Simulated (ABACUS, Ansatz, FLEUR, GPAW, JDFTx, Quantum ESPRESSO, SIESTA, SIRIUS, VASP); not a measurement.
**CdSe: 10 runs at one level of theory**

```
Cd Se
1.0
     0.00000    3.07027    3.07027
     3.07027    0.00000    3.07027
     3.07027    3.07027    0.00000
Cd Se
1 1
Direct
  0.00000 0.00000 0.00000
  0.25000 0.25000 0.25000
```

The cell is a database's computed one, not the measured one.

Alike in all runs: task equation of state; functional PBEsol; k mesh 8 × 8 × 8; occupations fermi-dirac, width 0.05 eV; no spin polarisation; no spin-orbit coupling.

| program and potentials | plane-wave cutoff (eV) | notes | equilibrium volume (Å³/atom) | bulk modulus (GPa) |
| --- | --- | --- | --- | --- |
| SIRIUS, all-electron FP-LAPW, apw+lo standard | - | - | 28.10 | 51.2 |
| ABACUS, PseudoDojo NC SR 0.4.1 PBEsol standard, plane waves | 1401 | - | 28.14 | 52.1 |
| JDFTx, PseudoDojo-SR-PBEsol-0.4.1-standard with smoothed tails | 1388 | - | 28.14 | 52.0 |
| VASP, PBE PAW files Cd, Se, 520 eV | 520 | potentials made for PBE | 28.30 | 52.0 |
| Quantum ESPRESSO, GBRV 1.5 PBEsol | 612 | - | 28.25 | 52.1 |
| FLEUR, all-electron, FLAPW | - | - | 28.13 | 51.9 |
| GPAW, PAW data sets generated for this functional | 600 | - | 28.03 | 52.6 |
| SIRIUS, PseudoDojo 0.4.1 PBEsol standard (scalar relativistic) | 1388 | - | 28.14 | 52.1 |
| Ansatz, all-electron LAPW, scalar-relativistic | - | - | 28.13 | 52.1 |
| SIESTA, files PseudoDojo sr-pbesol-0.4.1-standard, DZP (energy shift 0.003 Ry; two zetas on semicore shells) | - | atomic basis; noisy fit | 28.23 | 54.5 |

The equilibrium volume spans 28.03 (GPAW, PAW data sets generated for this functional) to 28.30 Å³/atom (VASP, PBE PAW files Cd, Se, 520 eV), with all-electron results at 28.10 to 28.13. The bulk modulus spans 51.2 (SIRIUS, all-electron FP-LAPW, apw+lo standard) to 54.5 GPa (SIESTA, files PseudoDojo sr-pbesol-0.4.1-standard, DZP (energy shift 0.003 Ry; two zetas on semicore shells)), with all-electron results at 51.2 to 52.1. The bulk modulus of SIESTA, files PseudoDojo sr-pbesol-0.4.1-standard, DZP (energy shift 0.003 Ry; two zetas on semicore shells) lies far from the others; the cause wasn't traced. Rows in atomic bases carry the error of their basis and grid, which can be large.

Differences between rows come from potentials, basis sets and numerical settings, since the functional is the same but for its coding. Runs on potential files found faulty are left out.

The three plane-wave codes using PseudoDojo potentials agree on a volume of 28.14 Å³/atom, next to the all-electron values, so the choice of code matters less here than the choice of potential. SIESTA departs from them with potentials of the same family, which points to its orbital basis or the fit rather than the pseudisation. The larger VASP volume may reflect the mismatch between functional and frozen core, though the construction of the data sets could contribute equally.

Zinc-blende CdSe is soft because its bonds are long and strongly polar, so even a small spurious pressure shifts the equilibrium volume visibly. The filled Cd 4d shell, which mixes with Se 4p, is a probable source of such errors. The usual link between larger volume and lower stiffness isn't resolved: VASP has the largest volume but an ordinary bulk modulus, while the lowest modulus belongs to SIRIUS in LAPW mode, at a smaller volume than most. The agreement says nothing about the balance between zinc blende and wurtzite.
